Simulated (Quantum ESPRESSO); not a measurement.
# Pb (Fm-3m) in Quantum ESPRESSO: further runs, part 3 of 6

Quantum ESPRESSO 7.5.

**4. Phonon dispersion, PBEsol**

pw.in reads:

```
&CONTROL
  calculation = 'scf'
  prefix = 'pwscf'
  outdir = './tmp'
  pseudo_dir = './pseudo'
  tprnfor = .true.
  tstress = .true.
  disk_io = 'low'
/
&SYSTEM
  ibrav = 0
  nat = 1
  ntyp = 1
  ecutwfc = 45
  ecutrho = 360
  nbnd = 13
  occupations = 'smearing'
  smearing = 'mv'
  degauss = 0.01469973
/
&ELECTRONS
  conv_thr = 2d-10
  electron_maxstep = 120
  mixing_beta = 0.5
/
ATOMIC_SPECIES
Pb   207.2000 pb_pbesol_v1.uspp.F.UPF
CELL_PARAMETERS angstrom
   0.0000000000    2.4750200000    2.4750200000
   2.4750200000    0.0000000000    2.4750200000
   2.4750200000    2.4750200000    0.0000000000
ATOMIC_POSITIONS crystal
Pb     0.0000000000    0.0000000000    0.0000000000
K_POINTS automatic
10 10 10 0 0 0
```

relax.in reads:

```
&CONTROL
  calculation = 'vc-relax'
  prefix = 'pwscf'
  outdir = './tmp'
  pseudo_dir = './pseudo'
  tprnfor = .true.
  tstress = .true.
  disk_io = 'low'
  nstep = 40
  forc_conv_thr = 0.0001
  etot_conv_thr = 1d-06
/
&SYSTEM
  ibrav = 0
  nat = 1
  ntyp = 1
  ecutwfc = 45
  ecutrho = 360
  nbnd = 13
  occupations = 'smearing'
  smearing = 'mv'
  degauss = 0.01469973
/
&ELECTRONS
  conv_thr = 2d-10
  electron_maxstep = 120
  mixing_beta = 0.5
/
&IONS
  ion_dynamics = 'bfgs'
/
&CELL
  cell_dynamics = 'bfgs'
  press = 0
  press_conv_thr = 0.2
/
ATOMIC_SPECIES
Pb   207.2000 pb_pbesol_v1.uspp.F.UPF
CELL_PARAMETERS angstrom
   0.0000000000    2.4750200000    2.4750200000
   2.4750200000    0.0000000000    2.4750200000
   2.4750200000    2.4750200000    0.0000000000
ATOMIC_POSITIONS crystal
Pb     0.0000000000    0.0000000000    0.0000000000
K_POINTS automatic
10 10 10 0 0 0
```

scf2.in reads:

```
&CONTROL
  calculation = 'scf'
  prefix = 'pwscf'
  outdir = './tmp'
  pseudo_dir = './pseudo'
  tprnfor = .true.
  tstress = .true.
  disk_io = 'low'
/
&SYSTEM
  ibrav = 0
  nat = 1
  ntyp = 1
  ecutwfc = 45
  ecutrho = 360
  nbnd = 13
  occupations = 'smearing'
  smearing = 'mv'
  degauss = 0.01469973
/
&ELECTRONS
  conv_thr = 1d-13
  electron_maxstep = 120
  mixing_beta = 0.5
  startingpot = 'file'
  startingwfc = 'file'
/
ATOMIC_SPECIES
Pb   207.2000 pb_pbesol_v1.uspp.F.UPF
CELL_PARAMETERS angstrom
   0.0000000000    2.4580248422    2.4580248422
   2.4580248422    0.0000000000    2.4580248422
   2.4580248422    2.4580248422    0.0000000000
ATOMIC_POSITIONS crystal
Pb     0.0000000000    0.0000000000    0.0000000000
K_POINTS automatic
10 10 10 0 0 0
```

ph.in reads:

```
phonon_bands of Pb
&INPUTPH
  prefix = 'pwscf'
  outdir = './tmp'
  tr2_ph = 1d-18
  fildyn = 'dyn'
  niter_ph = 90
  alpha_mix(1) = 0.4
  ldisp = .true.
  nq1 = 2
  nq2 = 2
  nq3 = 2
/
```

q2r.in reads:

```
&INPUT
  fildyn = 'dyn'
  zasr = 'crystal'
  flfrc = 'fc'
/
```

matdyn.in reads:

```
&INPUT
  asr = 'crystal'
  flfrc = 'fc'
  flfrq = 'freq'
  q_in_cryst_coord = .true.
  flvec = ' '
/
80
 0.0000000000  0.0000000000  0.0000000000
 0.0454545455  0.0000000000  0.0454545455
 0.0909090909  0.0000000000  0.0909090909
 0.1363636364  0.0000000000  0.1363636364
 0.1818181818  0.0000000000  0.1818181818
 0.2272727273  0.0000000000  0.2272727273
 0.2727272727  0.0000000000  0.2727272727
 0.3181818182  0.0000000000  0.3181818182
 0.3636363636  0.0000000000  0.3636363636
 0.4090909091  0.0000000000  0.4090909091
 0.4545454545  0.0000000000  0.4545454545
 0.5000000000  0.0000000000  0.5000000000
 0.5000000000  0.0500000000  0.5500000000
 0.5000000000  0.1000000000  0.6000000000
 0.5000000000  0.1500000000  0.6500000000
 0.5000000000  0.2000000000  0.7000000000
 0.5000000000  0.2500000000  0.7500000000
 0.4687500000  0.2812500000  0.7500000000
 0.4375000000  0.3125000000  0.7500000000
 0.4062500000  0.3437500000  0.7500000000
 0.3750000000  0.3750000000  0.7500000000
 0.3461538462  0.3461538462  0.6923076923
 0.3173076923  0.3173076923  0.6346153846
 0.2884615385  0.2884615385  0.5769230769
 0.2596153846  0.2596153846  0.5192307692
 0.2307692308  0.2307692308  0.4615384615
 0.2019230769  0.2019230769  0.4038461538
 0.1730769231  0.1730769231  0.3461538462
 0.1442307692  0.1442307692  0.2884615385
 0.1153846154  0.1153846154  0.2307692308
 0.0865384615  0.0865384615  0.1730769231
 0.0576923077  0.0576923077  0.1153846154
 0.0288461538  0.0288461538  0.0576923077
 0.0000000000  0.0000000000  0.0000000000
 0.0454545455  0.0454545455  0.0454545455
 0.0909090909  0.0909090909  0.0909090909
 0.1363636364  0.1363636364  0.1363636364
 0.1818181818  0.1818181818  0.1818181818
 0.2272727273  0.2272727273  0.2272727273
 0.2727272727  0.2727272727  0.2727272727
 0.3181818182  0.3181818182  0.3181818182
 0.3636363636  0.3636363636  0.3636363636
 0.4090909091  0.4090909091  0.4090909091
 0.4545454545  0.4545454545  0.4545454545
 0.5000000000  0.5000000000  0.5000000000
 0.5178571429  0.4642857143  0.5178571429
 0.5357142857  0.4285714286  0.5357142857
 0.5535714286  0.3928571429  0.5535714286
 0.5714285714  0.3571428571  0.5714285714
 0.5892857143  0.3214285714  0.5892857143
 0.6071428571  0.2857142857  0.6071428571
 0.6250000000  0.2500000000  0.6250000000
 0.5937500000  0.2500000000  0.6562500000
 0.5625000000  0.2500000000  0.6875000000
 0.5312500000  0.2500000000  0.7187500000
 0.5000000000  0.2500000000  0.7500000000
 0.5000000000  0.2750000000  0.7250000000
 0.5000000000  0.3000000000  0.7000000000
 0.5000000000  0.3250000000  0.6750000000
 0.5000000000  0.3500000000  0.6500000000
 0.5000000000  0.3750000000  0.6250000000
 0.5000000000  0.4000000000  0.6000000000
 0.5000000000  0.4250000000  0.5750000000
 0.5000000000  0.4500000000  0.5500000000
 0.5000000000  0.4750000000  0.5250000000
 0.5000000000  0.5000000000  0.5000000000
 0.4861111111  0.4861111111  0.5277777778
 0.4722222222  0.4722222222  0.5555555556
 0.4583333333  0.4583333333  0.5833333333
 0.4444444444  0.4444444444  0.6111111111
 0.4305555556  0.4305555556  0.6388888889
 0.4166666667  0.4166666667  0.6666666667
 0.4027777778  0.4027777778  0.6944444444
 0.3888888889  0.3888888889  0.7222222222
 0.3750000000  0.3750000000  0.7500000000
 0.6250000000  0.2500000000  0.6250000000
 0.5937500000  0.1875000000  0.5937500000
 0.5625000000  0.1250000000  0.5625000000
 0.5312500000  0.0625000000  0.5312500000
 0.5000000000  0.0000000000  0.5000000000
```

matdyn_dos.in reads:

```
&INPUT
  asr = 'crystal'
  flfrc = 'fc'
  dos = .true.
  fldos = 'phdos'
  nk1 = 15
  nk2 = 15
  nk3 = 15
  deltaE = 0.5
  flvec = ' '
  flfrq = ' '
/
```

matdyn_mesh.in reads:

```
&INPUT
  asr = 'crystal'
  flfrc = 'fc'
  flfrq = 'mesh'
  q_in_cryst_coord = .true.
  flvec = ' '
/
1000
 0.05000000  0.05000000  0.05000000
 0.05000000  0.05000000  0.15000000
 0.05000000  0.05000000  0.25000000
[... 997 further points of the even 10 x 10 x 10 mesh, shifted by half a step ...]
```

Potentials or basis: GBRV 1.5 PBEsol.

Command:

```
$ OMP_NUM_THREADS=1 pw.x -in pw.in > pw.out
$ OMP_NUM_THREADS=1 pw.x -in relax.in > relax.out
$ OMP_NUM_THREADS=1 pw.x -in scf2.in > scf2.out
$ OMP_NUM_THREADS=1 ph.x -in ph.in > ph.out
$ OMP_NUM_THREADS=1 q2r.x -in q2r.in > q2r.out
$ OMP_NUM_THREADS=1 matdyn.x -in matdyn.in > matdyn.out
$ OMP_NUM_THREADS=1 matdyn.x -in matdyn_dos.in > matdyn_dos.out
$ OMP_NUM_THREADS=1 matdyn.x -in matdyn_mesh.in > matdyn_mesh.out
```

pw.out:

```text
This program is part of the open-source Quantum ESPRESSO suite
     for quantum simulation of materials; please cite
[... 9 lines left out ...]
     --------------------
     sticks:   dense  smooth     PW     G-vecs:    dense   smooth      PW
     Sum        1069     547    163                23505     8363    1459

     Using Slab Decomposition

     bravais-lattice index     =            0
     lattice parameter (alat)  =       6.6144  a.u.
     unit-cell volume          =     204.6269 (a.u.)^3
     number of atoms/cell      =            1
     number of atomic types    =            1
     number of electrons       =        14.00
     number of Kohn-Sham states=           13
     kinetic-energy cutoff     =      45.0000  Ry
     charge density cutoff     =     360.0000  Ry
     scf convergence threshold =      2.0E-10
     mixing beta               =       0.5000
     number of iterations used =            8  plain     mixing
     Exchange-correlation= SLA  PW   PSX  PSC
                           (   1   4  10   8   0   0   0)

     celldm(1)=   6.614432  celldm(2)=   0.000000  celldm(3)=   0.000000
     celldm(4)=   0.000000  celldm(5)=   0.000000  celldm(6)=   0.000000

[... 8 lines left out ...]
               b(3) = (  0.707107  0.707107 -0.707107 )

     PseudoPot. # 1 for Pb read from file:
     pb_pbesol_v1.uspp.F.UPF
     Pseudo is Ultrasoft + core correction, Zval = 14.0
     Generated by new atomic code, or converted to UPF format
     Using radial grid of  899 points,  6 beta functions with:
                l(1) =   0
                l(2) =   0
                l(3) =   1
                l(4) =   1
                l(5) =   2
                l(6) =   2
     Q(r) pseudized with  6 coefficients,  rinner =    1.000   1.000   1.000
                                                       1.000   1.000

     atomic species   valence    mass     pseudopotential
     Pb               14.00   207.20000     Pb( 1.00)

     48 Sym. Ops., with inversion, found

   Cartesian axes

     site n.     atom                  positions (alat units)
         1        Pb     tau(   1) = (   0.0000000   0.0000000   0.0000000  )

     number of k points=    47  Marzari-Vanderbilt smearing, width (Ry)=  0.0147
                       cart. coord. in units 2pi/alat
        k(    1) = (   0.0000000   0.0000000   0.0000000), wk =   0.0020000
        k(    2) = (   0.0707107   0.0707107  -0.0707107), wk =   0.0160000
        k(    3) = (   0.1414214   0.1414214  -0.1414214), wk =   0.0160000
        k(    4) = (   0.2121320   0.2121320  -0.2121320), wk =   0.0160000
        k(    5) = (   0.2828427   0.2828427  -0.2828427), wk =   0.0160000
        k(    6) = (  -0.3535534  -0.3535534   0.3535534), wk =   0.0080000
[... 39 lines left out ...]
        k(   46) = (  -0.0707107  -0.3535534   0.6363961), wk =   0.0480000
        k(   47) = (  -0.7071068   0.2828427   0.0000000), wk =   0.0240000

     Dense  grid:    23505 G-vectors     FFT dimensions: (  40,  40,  40)

     Smooth grid:     8363 G-vectors     FFT dimensions: (  30,  30,  30)

     Check: negative core charge=   -0.000002

     Initial potential from superposition of free atoms

     starting charge      13.9979, renormalised to      14.0000

     negative rho (up, down):  1.528E-02 0.000E+00
     Starting wfcs are    9 randomized atomic wfcs +    4 random wfcs

     Self-consistent Calculation

     iteration #  1     ecut=    45.00 Ry     beta= 0.50
     Davidson diagonalization with overlap
     ethr =  1.00E-02,  avg # of iterations =  4.7

     Threshold (ethr) on eigenvalues was too large:
     Diagonalizing with lowered threshold

     Davidson diagonalization with overlap
     c_bands:  1 eigenvalues not converged
     c_bands:  1 eigenvalues not converged
     ethr =  2.02E-05,  avg # of iterations = 11.6

     negative rho (up, down):  1.538E-02 0.000E+00

     total energy              =    -163.88892122 Ry
     estimated scf accuracy    <       0.00286006 Ry

     iteration #  2     ecut=    45.00 Ry     beta= 0.50
     Davidson diagonalization with overlap
     ethr =  2.04E-05,  avg # of iterations =  2.0

     negative rho (up, down):  1.552E-02 0.000E+00

     total energy              =    -163.88929314 Ry
     estimated scf accuracy    <       0.00018541 Ry

     iteration #  3     ecut=    45.00 Ry     beta= 0.50
     Davidson diagonalization with overlap
     ethr =  1.32E-06,  avg # of iterations =  5.8
[... 24 lines left out ...]
     iteration #  6     ecut=    45.00 Ry     beta= 0.50
     Davidson diagonalization with overlap
     ethr =  5.44E-11,  avg # of iterations =  2.6

     negative rho (up, down):  1.573E-02 0.000E+00

     total energy              =    -163.88930870 Ry
     estimated scf accuracy    <          3.0E-10 Ry

     iteration #  7     ecut=    45.00 Ry     beta= 0.50
     Davidson diagonalization with overlap
     ethr =  2.14E-12,  avg # of iterations =  3.4

     negative rho (up, down):  1.573E-02 0.000E+00

     End of self-consistent calculation

          k = 0.0000 0.0000 0.0000 (  1037 PWs)   bands (ev):

    -5.9088  -5.9088  -5.9088  -5.7677  -5.7677  -0.6634  18.5077  18.5077
    18.5077  18.8756  20.8982  22.4311  23.5850

          k = 0.0707 0.0707-0.0707 (  1028 PWs)   bands (ev):

    -5.9093  -5.8950  -5.8950  -5.7681  -5.7681  -0.4708  16.4758  18.2745
    18.2745  18.8859  20.5410  23.2758  24.0041

          k = 0.1414 0.1414-0.1414 (  1037 PWs)   bands (ev):

    -5.9132  -5.8741  -5.8741  -5.7535  -5.7535   0.1065  13.3508  17.7526
    17.7526  18.8817  20.1991  23.2847  23.9465

          k = 0.2121 0.2121-0.2121 (  1047 PWs)   bands (ev):

    -5.9228  -5.8777  -5.8777  -5.7048  -5.7048   1.0481  10.4317  17.2086
    17.2086  18.8769  20.0532  22.0260  23.0471
[... 118 lines left out ...]
    -6.0576  -5.9602  -5.6555  -5.6299  -5.6299   3.2373   9.3309  13.4631
    13.4631  16.7848  17.8994  18.9019  29.5652

          k =-0.0707-0.6364 0.6364 (  1045 PWs)   bands (ev):

    -6.0501  -5.9641  -5.6609  -5.6246  -5.6095   4.0497   8.3900  12.1987
    13.3731  17.0157  18.7256  18.9107  28.8900

          k = 0.0000-0.5657 0.5657 (  1037 PWs)   bands (ev):

    -6.0138  -5.9191  -5.6839  -5.6673  -5.6257   4.3707   8.4593  10.5001
    13.7423  17.3473  18.9000  21.0746  28.0001

          k =-0.7071 0.0000 0.0000 (  1034 PWs)   bands (ev):

    -6.0732  -5.9840  -5.6436  -5.5984  -5.5984   4.3737   7.8201  13.1411
    13.1411  16.4619  17.7496  18.9023  29.5586

          k = 0.2828 0.1414 0.0000 (  1034 PWs)   bands (ev):

    -5.9405  -5.8519  -5.8095  -5.8049  -5.7085   0.6149  13.0624  14.6914
    17.1679  18.8952  20.5493  20.6436  24.1662

          k = 0.3536 0.2121-0.0707 (  1040 PWs)   bands (ev):

    -5.9306  -5.8715  -5.8154  -5.7555  -5.6733   1.5370  10.7382  13.7601
    16.3153  18.8926  20.0311  21.9408  23.3627

          k =-0.2828-0.4243 0.5657 (  1047 PWs)   bands (ev):

    -5.9183  -5.8914  -5.8207  -5.7136  -5.6477   2.6639   8.5352  13.4940
    15.4676  18.8911  19.7334  22.0517  24.7094

          k =-0.2121-0.3536 0.4950 (  1048 PWs)   bands (ev):

    -5.9087  -5.9051  -5.8211  -5.6969  -5.6391   3.3437   7.4808  13.4599
    15.1152  18.8909  19.6417  21.8725  25.3106
[... 28 lines left out ...]
    -6.0186  -5.9380  -5.7058  -5.6415  -5.6306   3.3953   9.3285  12.4404
    12.8758  18.2444  18.9107  19.2602  26.7357

          k =-0.0707-0.4950 0.6364 (  1052 PWs)   bands (ev):

    -5.9844  -5.9128  -5.7240  -5.6820  -5.6136   4.1699   8.7543  10.8360
    12.7713  18.7290  18.9332  21.2296  25.8140

          k = 0.0000-0.4243 0.5657 (  1046 PWs)   bands (ev):

    -5.9521  -5.8393  -5.7759  -5.7233  -5.6337   4.1796   9.3751   9.4940
    13.3276  18.8809  19.2331  23.9848  25.0910

          k =-0.7071 0.1414 0.0000 (  1050 PWs)   bands (ev):

    -6.0321  -5.9591  -5.6649  -5.6484  -5.5984   4.4084   8.1415  12.1359
    12.3155  17.9920  18.9079  19.0889  28.0807

          k =-0.1414-0.4243 0.7071 (  1047 PWs)   bands (ev):

    -5.9130  -5.9016  -5.7907  -5.6961  -5.6323   3.7870   9.2714  10.7802
    12.6646  18.8924  20.8462  21.9476  23.3899

          k =-0.0707-0.3536 0.6364 (  1048 PWs)   bands (ev):

    -5.9074  -5.8580  -5.8175  -5.7241  -5.6144   4.2495   9.0822  10.2552
    12.1836  18.8930  21.1541  22.8175  24.3049

          k =-0.7071 0.2828 0.0000 (  1050 PWs)   bands (ev):

    -5.9204  -5.9078  -5.7742  -5.7104  -5.5984   4.4674   9.0659  10.4788
    11.4749  18.8918  20.9082  21.7609  24.8900

     the Fermi energy is    11.1127 ev

!    total energy              =    -163.88930870 Ry
     estimated scf accuracy    <          3.1E-12 Ry
     smearing contrib. (-TS)   =       0.00021842 Ry
     internal energy E=F+TS    =    -163.88952712 Ry

     The total energy is F=E-TS. E is the sum of the following terms:
     one-electron contribution =     -30.94524275 Ry
     hartree contribution      =      26.17571966 Ry
     xc contribution           =     -63.05288400 Ry
     ewald contribution        =     -96.06712003 Ry

     convergence has been achieved in   7 iterations

     negative rho (up, down):  1.573E-02 0.000E+00

     Forces acting on atoms (cartesian axes, Ry/au):

     atom    1 type  1   force =     0.00000000    0.00000000    0.00000000

     Total force =     0.000000     Total SCF correction =     0.000000

     Computing stress (Cartesian axis) and pressure

     negative rho (up, down):  1.573E-02 0.000E+00
          total   stress  (Ry/bohr**3)                   (kbar)     P=       -9.75
  -0.00006631   0.00000000  -0.00000000           -9.75        0.00       -0.00
   0.00000000  -0.00006631  -0.00000000            0.00       -9.75       -0.00
  -0.00000000  -0.00000000  -0.00006631           -0.00       -0.00       -9.75

=------------------------------------------------------------------------------=
   JOB DONE.
=------------------------------------------------------------------------------=
```

It took 7.4 min on 1 thread of Arm Neoverse V2, shared host; peak memory 0.12 GiB.

Results:

```yaml
Free_energy: -2229.8292 eV
Relaxed_volume: 29.70 Å³/atom
Relaxed_cell: a = 3.476 Å, b = 3.476 Å, c = 3.476 Å, α = 60.00°, β = 60.00°, γ = 60.00°
Space_group_after_relaxing_to_0.05_Å: Fm-3m (No. 225)
Pressure_after_relaxing: 0.0 GPa
Band_gap_on_the_k_mesh: none (metal or under the smearing width)
Highest_phonon_frequency: 76 cm⁻¹
Zero-point_energy: 0.009 eV/atom
```

The path:
```csv
step,energy change (eV),largest force (eV/Å),pressure (GPa),volume (Å³)
1,0.0000,0.0000,-0.98,30.32
2,-0.0008,0.0000,-0.75,30.17
3,-0.0016,0.0000,-0.40,29.95
4,-0.0019,0.0000,0.02,29.69
5,-0.0019,0.0000,0.00,29.70
```

Final structure:
```
Pb
1.0
     0.00000    2.45802    2.45802
     2.45802    0.00000    2.45802
     2.45802    2.45802    0.00000
Pb
1
Direct
  0.00000 0.00000 0.00000
```

Phonon frequencies in cm⁻¹ (negative: imaginary):
```
              q point  frequencies
(0.000, 0.000, 0.000)        0 0 0
(0.318, 0.000, 0.318)     42 42 55
(0.500, 0.150, 0.650)     49 53 62
(0.346, 0.346, 0.692)     41 59 61
(0.144, 0.144, 0.288)     18 33 47
(0.091, 0.091, 0.091)       9 9 21
(0.409, 0.409, 0.409)     32 32 73
(0.589, 0.321, 0.589)     40 53 67
(0.500, 0.275, 0.725)     48 58 59
(0.500, 0.450, 0.550)     34 36 75
(0.431, 0.431, 0.639)     38 47 70
(0.562, 0.125, 0.562)     47 51 64
```

Phonon frequencies at the corners of the path (cm⁻¹, interpolated; i marks imaginary ones):
```tsv
point	frequencies
Γ	0 0 0
X	48 48 64
W	49 58 58
K	43 58 61
L	33 33 76
U	43 58 61
```

Phonon states per cell in windows of 5 cm⁻¹ (negative: imaginary):
```tsv
from (cm⁻¹)	total
0	0.00
5	0.00
10	0.02
15	0.04
20	0.08
25	0.14
30	0.28
35	0.40
40	0.42
45	0.39
50	0.27
55	0.18
60	0.43
65	0.23
70	0.10
```

Harmonic thermodynamics per atom at this volume (zero-point energy 8.8 meV, Debye temperature from the second moment 91 K):
```
 T (K)  free energy (meV)  entropy (k_B)  heat capacity Cv (k_B)
    50                4.3           2.48                    2.56
   100              -10.9           4.38                    2.88
   200              -58.4           6.42                    2.97
298.15             -118.0           7.61                    2.99
   500             -264.9           9.15                    3.00
   800             -521.2          10.56                    3.00
```

Caveat: the q mesh is small, so phonon branches between its points and thermal values are rough. The run has no spin-orbit coupling, so splittings on Pb are missing.

(Continued in part 4 of 6.)
